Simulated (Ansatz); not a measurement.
PbSe: moving Pb off its site

PbSe, Fm-3m, a = 6.124 Å (as given, not relaxed at this level: 2.4 GPa). Ansatz: PBE, PAW, 420 eV, Γ-centred 10×10×10 mesh on 2 atoms, Gaussian smearing 0.03 eV; no spin polarisation.

```
Pb Se
1.0
     0.00000    3.06215    3.06215
     3.06215    0.00000    3.06215
     3.06215    3.06215    0.00000
Pb Se
1 1
Direct
  0.00000 0.00000 0.00000
  0.50000 0.50000 0.50000
```

Atom 1 (Pb) moves by x along the unit vector (0.577, 0.577, 0.577), with its periodic images; all else is held. y is the free energy of the cell over the start, F the force along the path summed over the moved atoms. Symmetry makes y even in x.

```
  x (Å) y (meV) F (eV/Å)
-0.3000    46.46      0.41
-0.1500     8.42      0.13
 0.0000     0.00      0.00
 0.0375     0.43     -0.02
 0.0750     1.83     -0.05
 0.1125     4.40     -0.09
 0.1875        ?         ?
 0.2250    22.24     -0.25
 0.2625    32.84     -0.32
```

Q: Fit y = c2 x² + c4 x⁴ to the energies of the other rows, give the force constant, and predict energy and force of the missing row.

A: Least squares on the rows shown. y = 334.31 x² + 2034.2 x⁴. The force constant is 2 c2 = 0.669 eV/Å², for the cell as given, at 2.4 GPa (for all images moving together, not for a lone atom). With two atoms in a cubic cell this is the optical mode at Γ without the LO field: ω = 521.5 √(2 c2/μ) = 56 cm⁻¹ for μ = 57.18 u. The force −dy/dx at the missing row is -0.18 eV/Å (computed -0.18). With a term in x⁶ added, the coefficient of x² becomes 315.1, 6 % less, which shows how far this figure hangs on the form. At x = 0.1875 the fit asked for gives 14.27 meV. The run gave 14.24 meV, so the fit is 0.03 meV too high, within the rms miss on the fitted rows (0.12 meV).

Spin–orbit coupling is left out, which can shift energies with elements as heavy as these.